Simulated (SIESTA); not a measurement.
Crystal: SiC (Moissanite).

```xyz
4
Lattice="3.0760 0.0000 0.0000 -1.5380 2.6639 0.0000 0.0000 0.0000 5.0480" Properties=species:S:1:pos:R:3 pbc="T T T"
Si    1.5380    0.8880    2.5240
Si    0.0000    1.7759    0.0000
C     1.5380    0.8880    4.4675
C     0.0000    1.7759    1.9435
```

Base run:

| Item | Value |
| --- | --- |
| Program | SIESTA 5.4.2 |
| Functional | PBE |
| Potentials or basis | PseudoDojo 0.4 standard (PBE files) |
| Basis | SZ (energy shift 0.002 Ry) |
| Grid cutoff | 500 Ry |
| Energy shift | 0.002 Ry |
| k mesh | 10 × 10 × 5 |
| Occupations | fermi-dirac, width 0.05 eV |
| Spin | no spin polarisation |

Its results: band gap on the k mesh 4.92 eV, indirect (least direct gap 5.86 eV); pressure 27.2 GPa; largest force 1.312 eV/Å.

Problem. The run is repeated on the same cell with these changes: basis from SZ (energy shift 0.002 Ry) to DZ (energy shift 0.002 Ry). What comes out?

Solution. Band gap on the k mesh 2.93 eV, indirect (least direct gap 4.67 eV); pressure 21.2 GPa; largest force 0.920 eV/Å.

Caveats: the basis has no polarisation orbitals; so large a pressure means that the cell lies far from this level's equilibrium, or that cutoff or potentials fall short; the basis of atomic orbitals isn't converged, which shifts pressures, moduli and gaps; forces of over 1 eV/Å show positions far from the minimum, so gaps and moduli don't describe the material at rest (some runs).

Not every run made on this cell is shown here.
